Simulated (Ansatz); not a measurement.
# ScAl2: trigonal deformation path

Theory: DFT r2SCAN, scalar-relativistic, plane waves, PAW (Ansatz 0.2.0). Cutoff 500 eV, Γ-centred 12×12×12 k-points, Gaussian smearing of 0.15 eV. No spin polarisation. Energies are free energies at this smearing, counted from the undisturbed cell; pressure is positive in compression.

The starting cell (relaxed at this level; with this scan's settings it stands at 0.1 GPa; it needn't be the usual structure):

```
Sc Al
1.0
     0.00000    3.77765    3.77765
     3.77765    0.00000    3.77765
     3.77765    3.77765    0.00000
Sc Al
2 4
Direct
  0.50000 0.50000 0.50000
  0.75000 0.75000 0.75000
  0.12500 0.12500 0.12500
  0.62500 0.12500 0.12500
  0.12500 0.62500 0.12500
  0.12500 0.12500 0.62500
```

At fixed volume and fractional coordinates, lengths along (0.577, 0.577, 0.577) are scaled against those across it; ρ is that ratio over its starting value. The cell is metallic on the mesh throughout.

```tsv
ρ	ΔE (meV/atom)	pressure (GPa)
0.500	1436.6	17.1
0.710	636.0	7.6
1.000	0.0	0.1
2.000	?	?
```

Give the withheld values.

ΔE (meV/atom) at ρ = 2.000: 1850.4; pressure (GPa) at ρ = 2.000: 40.2.

Cost: 4 runs of about 1.2 core-minutes in all, on AMD EPYC 9R45 (Zen 5) (shared hosts).